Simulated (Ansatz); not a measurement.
# Pd under changes of volume

One of the cells (15.547 Å³/atom); the others are scaled copies at fixed shape and fractional positions:

```
Pd
1.0
    -1.57228    1.57228    1.57228
     1.57228   -1.57228    1.57228
     1.57228    1.57228   -1.57228
Pd
1
Direct
  0.00000 0.00000 0.00000
```

This isn't the form of Pd at room conditions, which is fcc.

| Quantity | Value |
| --- | --- |
| Program | Ansatz 0.2.0 |
| Functional | PBE0 |
| Potentials or basis | Ansatz PAW |
| Cutoff | 420 eV (not typed: the program's choice for these potentials) |
| k mesh | 8 × 8 × 8 |
| Occupations | fermi-dirac, width 0.05 eV |
| Spin | no spin polarisation |

```tsv
volume (Å³/atom)	energy over the lowest point (meV/atom)	pressure (GPa)
14.614	12.15	5.2
14.925	1.09	2.3
15.236	0.00	-1.2
15.547	?	?
15.858	16.09	-7.0
16.169	32.03	-9.3
16.480	52.10	-11.4
```

Question: What does the run at 15.547 Å³/atom give?

Answer: Energy over the lowest point 5.20 meV/atom; pressure -4.3 GPa.

Worked out: A Birch-Murnaghan fit of order 3 (a polynomial in V^(-2/3)) to the other rows has its minimum at 15.15 Å³/atom with B0 = V·E''(V) = 189 GPa (rough, since the energies scatter). It gives 4.93 meV/atom at 15.547 Å³/atom, against the run's 5.20, and -dE/dV = -4.4 GPa, against -4.3.

Energies are extrapolated to zero smearing.

Caveats: some runs use coarse meshes; the PAW data sets come from PBE, with cores solved anew for the run's functional, which leaves a small shift of forces and pressure; the thresholds are loose for stress.
